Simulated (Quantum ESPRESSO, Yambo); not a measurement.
# Excitons of GaAs (F-43m) on ever denser meshes, part 2 of 4

How far does the k mesh set the exciton binding of GaAs (F-43m)?

Quantum ESPRESSO 7.5 and Yambo 5.3.0; PBE and many-body steps on it, plane waves. Known limits of the many-body steps: not at the basis limit; mesh may overstate the screening; screening runs away on this mesh; no spin-orbit coupling; coarse k mesh; bindings not settled in the k mesh.

So far. Step 4 (Screening and self-energy, 4×4×4 mesh, 124 bands …): The gap on the mesh goes from 0.52 eV to 1.18 eV, a correction of +0.66 eV. Step 5 (Empty states on the mesh, 4×4×4 mesh, 32 bands): On this mesh the gap is 0.518 eV.

**7. Excitons**

Light makes an electron and a hole together. The Bethe-Salpeter equation adds their screened attraction and their exchange, in a window of bands around the gap.

This step: Bethe-Salpeter equation on PBE with a scissors shift, plane waves, norm-conserving pseudopotentials.

File bse3.in:

```
optics
bss
bse
em1s
dipoles
rim_cut
RandQpts= 1000000
RandGvec= 1 RL
Chimod= "HARTREE"
BSKmod= "SEX"
BSEmod= "resonant"
BSSmod= "d"
BSENGexx= 20 Ry
BSENGBlk= 4 Ry
% BSEQptR
 1 | 1 |
%
% BSEBands
 20 | 26 |
%
% BEnRange
 0 | 3 | eV
%
% BDmRange
 0.1 | 0.1 | eV
%
BEnSteps= 61
% BLongDir
 1 | 0 | 0 |
%
% BndsRnXs
 14 | 32 |
%
NGsBlkXs= 4 Ry
% LongDrXs
 1 | 1 | 1 |
%
% KfnQP_E
 0.658 | 1.0 | 1.0 |
%
WRbsWF
FFTGvecs= 47 Ry
```

Command:

```console
OMP_NUM_THREADS=1 mpirun -n 8 yambo -F bse3.in -J bse3 -C bse3 > bse3.log
```

Output:

```text
 Yambo, version 5.3.0

 [02] CORE Variables Setup
 =========================

  [... cell, symmetries and grids as in the set-up ...]

  [02.05] Energies & Occupations
  ==============================

  [X] === General ===
  [X] Electronic Temperature                        :  0.000000  0.000000 [eV K]
  [X] Bosonic    Temperature                        :  0.000000  0.000000 [eV K]
  [X] Finite Temperature mode                       : no
  [X] El. density                                   :  0.97390E+24 [cm-3]
  [X] Fermi Level                                   :  9.827511 [eV]

  [X] === Gaps and Widths ===
  [X] Conduction Band Min                           :  0.518058 [eV]
  [X] Valence Band Max                              :  0.000000 [eV]
  [X] Filled Bands                                  :  22
  [X] Empty Bands                                   :   23   32
  [X] Direct Gap                                    :  0.518058 [eV]
  [X] Direct Gap localized at k                     :  1
  [X] Indirect Gap                                  :  0.518058 [eV]
  [X] Indirect Gap between kpts                     :  1  1
  [X] Last valence band width                       :  3.339194 [eV]
  [X] 1st conduction band width                     :  4.106600 [eV]

 [03] Transferred momenta grid and indexing
 ==========================================

 [BZ sampling] Q-grid is User defined and/or read from the database

 IBZ Q-points                                      :   8
 BZ  Q-points                                      :   64

 K/Q-points units:
 rlu = crystal or reduced units; cc = cartesian coordinates; iku = interal k-units

 Q [1]          [rlu]:  0.000000  0.000000  0.000000
 Q [2]          [rlu]: -0.91587E-18 -0.91587E-18  0.25000
 Q [3]          [rlu]:  0.18317E-17  0.18317E-17 -0.50000
 Q [4]          [rlu]: -0.26116E-17  0.25000      0.25000
 Q [5]          [rlu]:  0.71282E-16  0.25000      0.50000
 Q [6]          [rlu]:  0.18317E-17  0.25000     -0.25000
 Q [7]          [rlu]:  0.52231E-17 -0.50000     -0.50000
 Q [8]          [rlu]:  0.250000 -0.500000 -0.250000

  [03.01] X + BSE indexes
  =======================

   [03.01.01] Sigma indexes
   ========================

 [04] Coloumb potential Random Integration (RIM)
 ===============================================

  [04.01] RIM initialization
  ==========================

  * Diagonal components only detected *

  8 x (sBL volume)        :  0.101699 [a.u.]
  sBZ random points       :  1000000
  Points outside the sBZ  :   7987327
  RL volume               :  0.813588 [a.u.]
  Integrated volume       :  0.814879 [a.u.]

  [04.02] RIM integrals
  =====================

  Gamma point sphere radius             :  0.084669 [a.u.]
  Points outside the sphere             :   799513
  [Int_sBZ(q=0) 1/q^2]*(Vol_sBZ)^(-1/3) =:  7.764325
                                 should be <:  7.795600

  Summary of Coulomb integrals for non-metallic bands |Q|[au] RIM/Bare

  Q [1] 0.100000E-4 0.995988 * Q [2] 0.254653 1.066317
  Q [4] 0.294048 1.065091 * Q [6] 0.415847 1.027759
  Q [5] 0.487623 1.020584 * Q [3] 0.509306 1.018268
  Q [7] 0.588096 1.014689 * Q [8] 0.657511 1.011648

 [05] External/Internal QP corrections
 =====================================

 [QP_apply] Action to be applied: USER defined scissor

  [05.01]  QP corrections report
  ==============================

  [K+QP] === General ===
  [K+QP] Electronic Temperature                     :  0.000000  0.000000 [eV K]
  [K+QP] Bosonic    Temperature                     :  0.000000  0.000000 [eV K]
  [K+QP] Finite Temperature mode                    : no
  [K+QP] El. density                                :  0.97390E+24 [cm-3]
  [K+QP] Fermi Level                                :  0.000000 [eV]

  [K+QP] === Gaps and Widths ===
  [K+QP] Conduction Band Min                        :  1.176058 [eV]
  [K+QP] Valence Band Max                           :  0.000000 [eV]
  [K+QP] Filled Bands                               :  22
  [K+QP] Empty Bands                                :   23   32
  [K+QP] Direct Gap                                 :  1.176058 [eV]
  [K+QP] Direct Gap localized at k                  :  1
  [K+QP] Indirect Gap                               :  1.176058 [eV]
  [K+QP] Indirect Gap between kpts                  :  1  1
  [K+QP] Last valence band width                    :  3.339194 [eV]
  [K+QP] 1st conduction band width                  :  4.106600 [eV]

  [coarse-grid] Minimum Bare Gap        [ev]:  0.518058
  [coarse-grid] Minimum Gap Correction  [ev]:  0.658000

  Eqp @ K [1]
  -184.7577 -143.6748 -128.1396 -128.1396 -128.1396  -94.3994  -94.3994  -94.3994
  -35.15048 -35.15048 -35.15048 -35.14142 -35.14142 -14.79438 -14.79438 -14.79438
   -14.7175     -14.7175     -12.7262    -0.327388E-6 -0.179298E-6   0.00000      1.17606      4.39466
    4.39466   4.39466   8.25983  10.82004  10.82004  12.22624  12.22624  12.22624
  Eqp @ K [2]
  -184.7577 -143.6748 -128.1396 -128.1396 -128.1396  -94.3992  -94.3992  -94.3992
  -35.15038 -35.15005 -35.15005 -35.14131 -35.14131 -14.83758 -14.78259 -14.78259
[...]
Eqp @ K [3]
[...]
Eqp @ K [4]
[...]
Eqp @ K [5]
[...]
[... 2 further k-points ...]
  Eqp @ K [8]
[...]
-35.15024 -35.14984 -35.14870 -35.14154 -35.14080 -14.89334 -14.76226 -14.75011
  -14.72718 -14.71330 -10.16676  -6.62799  -3.53165  -3.33919   5.28266   5.38361
    6.07352   6.70896  11.73691  12.94080  13.97058  14.42487  17.49090  18.41484

 [06] Dipoles
 ============

  [06.01] Setup: observables and procedures
  =========================================

  [WARNING] [r,Vnl^pseudo] included in position and velocity dipoles.

  [WARNING] In case H contains other non local terms, these are neglected

 [07] Static Dielectric Matrix
 =============================

 [SLK-Inversion]  Pools        :  2
 [SLK-Inversion]  BLACS grid   :  2  2

 [WR./bse3//ndb.em1s]------------------------------------------------------------
  Brillouin Zone Q/K grids (IBZ/BZ)                :    8   64    8   64
  RL vectors                                       :  1687 [WF]
  Coulomb cutoff potential                         : none
  Electronic Temperature                           :  0.000000 [K]
  Bosonic    Temperature                           :  0.000000 [K]
  Static diel. fun.  energies                      : Perdew, Burke & Ernzerhof(X)+Perdew, Burke & Ernzerhof(C)
  wavefunctions                                    : Perdew, Burke & Ernzerhof(X)+Perdew, Burke & Ernzerhof(C)
  Global Gauge                                     : length
  X matrix size                                    :   59
  X band range                                     :   14   32
  X e/h energy range                               : -1.000000 -1.000000 [eV]
  X Time ordering                                  : T
  X Hxc Kernel                                     : HARTREE
  X Drude frequency                                :  0.000000  0.000000
  X poles                                          :  100.0000 [o/o]
  RL vectors in the sum                            :  1687
  [r,Vnl] included                                 : yes
  Field direction                                  :  0.577350E-5  0.577350E-5  0.577350E-5
  BZ energy Double Grid                            : no
  BZ energy DbGd points                            : 0
  BZ Q point size factor                           : -1.000000
  X Optical Averaged directions                    : none

 [08] Bethe Salpeter Equation driver
 ===================================

  [08.01] Bethe Salpeter Equation @q1
  ===================================

   [08.01.01] Transition pre-analysis @q1
   ======================================

   [08.01.02] Transition Groups build-up @q1
   =========================================

   [BSK] Transition groups (total):   32
   [BSK] Size (resonant):   768
   [BSK]         (total):   768
   [BSK] N. of matrices :  1

   [08.01.03] Loading Dipoles @q1
   ==============================

   [08.01.04] Independent Particles properties @q1
   ===============================================

   ==========================================================

   [BSE] Exchange components :   531
   [BSE] Correlation components :   59  259

    [08.01.05.01] Screened interaction header I/O
    =============================================

    [08.01.05.02] Main kernel loop
    ==============================

    [08.01.05.03] Wave-Function Phases
    ==================================

    [BSE] WF phases found       :  24.62798 [o/o]

   [08.01.06] BSE solver(s) @q1
   ============================

   [SLK-Digonalization]  Pools        :  2
   [SLK-Digonalization]  BLACS grid   :  2  2

   [08.01.07] Diago Solver @q1
   ===========================

 [11] Game Over & Game summary
```

The job ended after 5.8 s (8 MPI ranks of Arm Neoverse V2, shared host; peak memory 2.1 GiB).

This step gave:

* transitions in the window: 768
* direct gap of the transition levels: 1.176 eV
* lowest state: 1.164 eV
* first strong exciton (over a fiftieth of the strongest listed): 1.164 eV
* binding of the lowest state below the direct gap: 0.01214 eV
* Coulomb term of one mesh cell: 0.02409 eV

The binding is 0.50 times the screened Coulomb term of one mesh cell (0.02 eV), so it is not shown settled.

The lowest state lies at 1.164 eV, 0.012 eV under the direct gap.

Lines within 3 meV are set at the lowest of them, and the highest group, which the list may cut short, is left out. Lines of the exciton spectrum (strongest = 100):

```tsv
position (eV)	lines merged	strength, relative
1.164	3	100
2.661	3	48
2.712	3	0.0
2.743	2	0.0
2.794	3	0.1
2.798	5	0.0
```

Field along x; broadening 0.1 eV; transition window only. Limits: finite bands, cutoff and mesh; screening runs away on this mesh; no spin-orbit coupling; coarse k mesh; exciton not shown settled in the k mesh. The ε₂ by photon energy; read off at these points:

```tsv
photon energy (eV)	BSE	no electron-hole interaction
0.00	2.87	2.55
0.15	3.71	3.28
0.30	5.00	4.40
0.45	7.16	6.26
0.55	9.51	8.26
0.70	16.1	13.8
0.85	32.8	27.6
1.00	95.6	77.5
1.15	344	296
1.30	124	125
1.45	39.4	38.1
1.55	23.5	22.2
1.70	13.7	12.6
1.85	9.98	8.76
2.00	8.90	7.29
2.15	9.98	7.29
2.30	14.9	9.03
2.45	33.1	14.7
2.55	77.0	25.0
2.65	167	53.9
2.70	148	86.7
2.85	38.7	121
3.00	15.1	31.6
```

**8. Triplet (no exchange term)**

bse4.in, as its differences from bse3.in of step 7:

```diff
@@ -12,3 +12,3 @@
 BSSmod= "d"
-BSENGexx= 20 Ry
+BSENGexx= 1 RL
 BSENGBlk= 4 Ry
```

Command:

```console
OMP_NUM_THREADS=1 mpirun -n 8 yambo -F bse4.in -J bse4,bse3_W -C bse4 > bse4.log
```

Output:

```text
 Yambo, version 5.3.0

 [02] CORE Variables Setup
 =========================

  [... cell, symmetries and grids as in the set-up ...]

  [02.05] Energies & Occupations
  ==============================

  [X] === General ===
  [X] Electronic Temperature                        :  0.000000  0.000000 [eV K]
  [X] Bosonic    Temperature                        :  0.000000  0.000000 [eV K]
  [X] Finite Temperature mode                       : no
  [X] El. density                                   :  0.97390E+24 [cm-3]
  [X] Fermi Level                                   :  9.827511 [eV]

  [X] === Gaps and Widths ===
  [X] Conduction Band Min                           :  0.518058 [eV]
  [X] Valence Band Max                              :  0.000000 [eV]
  [X] Filled Bands                                  :  22
  [X] Empty Bands                                   :   23   32
  [X] Direct Gap                                    :  0.518058 [eV]
  [X] Direct Gap localized at k                     :  1
  [X] Indirect Gap                                  :  0.518058 [eV]
  [X] Indirect Gap between kpts                     :  1  1
  [X] Last valence band width                       :  3.339194 [eV]
  [X] 1st conduction band width                     :  4.106600 [eV]

 [03] Transferred momenta grid and indexing
 ==========================================

 IBZ Q-points                                      :   8
 BZ  Q-points                                      :   64

 K/Q-points units:
 rlu = crystal or reduced units; cc = cartesian coordinates; iku = interal k-units

 Q [1]          [rlu]:  0.000000  0.000000  0.000000
 Q [2]          [rlu]: -0.91587E-18 -0.91587E-18  0.25000
 Q [3]          [rlu]:  0.18317E-17  0.18317E-17 -0.50000
[...]
[K+QP] Valence Band Max                           :  0.000000 [eV]
  [K+QP] Filled Bands                               :  22
  [K+QP] Empty Bands                                :   23   32
  [K+QP] Direct Gap                                 :  1.176058 [eV]
  [K+QP] Direct Gap localized at k                  :  1
  [K+QP] Indirect Gap                               :  1.176058 [eV]
  [K+QP] Indirect Gap between kpts                  :  1  1
  [K+QP] Last valence band width                    :  3.339194 [eV]
  [K+QP] 1st conduction band width                  :  4.106600 [eV]

  [coarse-grid] Minimum Bare Gap        [ev]:  0.518058
  [coarse-grid] Minimum Gap Correction  [ev]:  0.658000

  Eqp @ K [1]
  -184.7577 -143.6748 -128.1396 -128.1396 -128.1396  -94.3994  -94.3994  -94.3994
  -35.15048 -35.15048 -35.15048 -35.14142 -35.14142 -14.79438 -14.79438 -14.79438
   -14.7175     -14.7175     -12.7262    -0.327388E-6 -0.179298E-6   0.00000      1.17606      4.39466
[...]
Eqp @ K [2]
[...]
Eqp @ K [3]
[...]
Eqp @ K [4]
[...]
Eqp @ K [5]
[...]
[... 2 further k-points ...]
  Eqp @ K [8]
[...]
-14.72718 -14.71330 -10.16676  -6.62799  -3.53165  -3.33919   5.28266   5.38361
    6.07352   6.70896  11.73691  12.94080  13.97058  14.42487  17.49090  18.41484

 [06] Dipoles
 ============

  [06.01] Setup: observables and procedures
  =========================================

  [WARNING] [r,Vnl^pseudo] included in position and velocity dipoles.

  [WARNING] In case H contains other non local terms, these are neglected

 [07] Static Dielectric Matrix
 =============================

    [08.01.05.02] Main kernel loop
    ==============================

    [08.01.05.03] Wave-Function Phases
    ==================================

    [BSE] WF phases found       :  24.62798 [o/o]

   [08.01.06] BSE solver(s) @q1
   ============================

   [SLK-Digonalization]  Pools        :  2
   [SLK-Digonalization]  BLACS grid   :  2  2

   [08.01.07] Diago Solver @q1
   ===========================

 [11] Game Over & Game summary
```

Wall time 3.6 s (8 MPI ranks); peak memory 2.1 GiB; 28 s of CPU time.

The lowest triplet lies at 1.138 eV; without spin-orbit coupling triplets are dark, so no spectrum is read.

**9. Empty states on the mesh, 6×6×6 mesh, 32 bands**

This step: Quantum ESPRESSO 7.5; DFT, PBE, plane waves, norm-conserving pseudopotentials.

File pw.in:

```
&control
  calculation = 'nscf'
  prefix = 'x'
  outdir = 'o'
  pseudo_dir = 'pseudo'
/
&system
  ibrav = 0
  nat = 2
  ntyp = 2
  ecutwfc = 104.0
  nbnd = 32
  force_symmorphic = .true.
/
&electrons
  conv_thr = 1e-9
  electron_maxstep = 80
  diago_full_acc = .true.
  diago_thr_init = 5e-6
/
ATOMIC_SPECIES
  Ga 69.723 Ga.upf
  As 74.922 As.upf
CELL_PARAMETERS angstrom
  0.0000000000 2.8268500000 2.8268500000
  2.8268500000 0.0000000000 2.8268500000
  2.8268500000 2.8268500000 0.0000000000
ATOMIC_POSITIONS crystal
  Ga 0.0000000000 0.0000000000 0.0000000000
  As 0.2500000000 0.2500000000 0.2500000000
K_POINTS automatic
  6 6 6 0 0 0
```

Command:

```console
OMP_NUM_THREADS=1 mpirun -n 8 pw.x -nk 4 -in pw.in > pw.out
```

Output:

```text
[banner, memory and clock lines left out]
Program PWSCF v.7.5 starts

     Atomic positions and unit cell read from directory:
     o/x.save/

     Message from routine setup:
     using ibrav=0 with symmetry is DISCOURAGED, use correct ibrav instead

     bravais-lattice index     =            0
     lattice parameter (alat)  =       7.5547  a.u.
     unit-cell volume          =     304.8842 (a.u.)^3
     number of atoms/cell      =            2
     number of atomic types    =            2
     number of electrons       =        44.00
[...]
k = 0.1179 0.1179-0.1179 (  5468 PWs)   bands (ev):

  -174.9302-133.8473-118.3121-118.3121-118.3121 -84.5717 -84.5717 -84.5717
[...]
k = 0.2357 0.2357-0.2357 (  5450 PWs)   bands (ev):

  -174.9302-133.8473-118.3121-118.3121-118.3121 -84.5717 -84.5717 -84.5717
[...]
-4.8878  -4.8878  -1.7513   4.4525   8.9016   8.9016  11.0469  14.5309
    14.5309  17.0827  18.6033  19.5220  19.5220  23.3277  26.3175  26.3175

          k =-0.3536-0.3536 0.3536 (  5444 PWs)   bands (ev):

     [... further k-points ...]

     highest occupied, lowest unoccupied level (ev):     9.8275   10.3456

     XML data file, pseudopotentials, collected wavefunctions
```

Wall time 2.4 s (8 MPI ranks); peak memory 0.43 GiB; 18 s of CPU time.

This step gave:

```
gap                                                           : 0.5181 eV
k of the valence top                                          : 0, 0, 0
k of the conduction bottom                                    : 0, 0, 0
least direct gap                                              : 0.5181 eV
k points computed                                             : 16
lowest point of the top converged band, above the valence top : 11.57 eV
```

On this mesh the gap is 0.518 eV.

**10. Conversion and set-up**

This step: Yambo 5.3.0; conversion and set-up on PBE, plane waves, norm-conserving pseudopotentials.

Command:

```console
(cd o/x.save; p2y > p2y.log; mv SAVE ../..); yambo > setup.log
```

Output:

```text
 Yambo, version 5.3.0

 [02] CORE Variables Setup
 =========================

  [02.01] Unit cells
  ==================

  Cell kind             :  FCC
  Atoms in the cell     :  Ga  As
  number of Ga atoms    :  1
  number of As atoms    :  1

  List of atomic masses
  Mass of Ga    :  69.72300
  Mass of As    :  74.92200

  List of atomic coordinates    : [cc]
  Ga1       :  0.000000  0.000000  0.000000  order 1
  As1       :  2.670986  2.670986  2.670986  order 2

  Alat factors          :  5.341972  5.341972  5.341972 [a.u.]
  Direct lattice volume :  304.8842 [a.u.]
[...]
Q [ 1]         [rlu]:  0.000000  0.000000  0.000000
 Q [ 2]         [rlu]: -0.33824E-17 -0.33824E-17  0.16667
 Q [ 3]         [rlu]: -0.67648E-17 -0.67648E-17  0.33333
[...]
Q [ 8]         [rlu]:  0.18317E-17  0.16667     -0.33333
 Q [ 9]         [rlu]:  0.67648E-17  0.16667     -0.16667
 Q [10]         [rlu]: -0.34821E-17  0.33333      0.33333
     [... 4 further rows ...]
 Q [15]         [rlu]:  0.166667  0.333333 -0.333333
 Q [16]         [rlu]:  0.166667 -0.500000 -0.333333

  [03.01] X indexes
  =================

   [03.01.01] Sigma indexes
   ========================

 [06] Game Over & Game summary
```

Run time: 3.1 s. Hardware: 1 MPI rank; peak memory 0.26 GiB.

(Continued in part 3 of 4.)

[Paths, hosts, dates, memory and timing lines, banners, echoed tables and standing remarks are left out of the program output.]

[Logs are printed without paths, hosts, clocks, repeated set-up lines and the standing remarks that a program may print on its own settings, such as how far it seeks lower states.]

[Runs of the session that timed out or met a known fault of the program may be left out.]

[Hosts, paths, dates, database ids (printed as entryN), source tags and the programs' standing remarks are cut or masked in the printed files.]
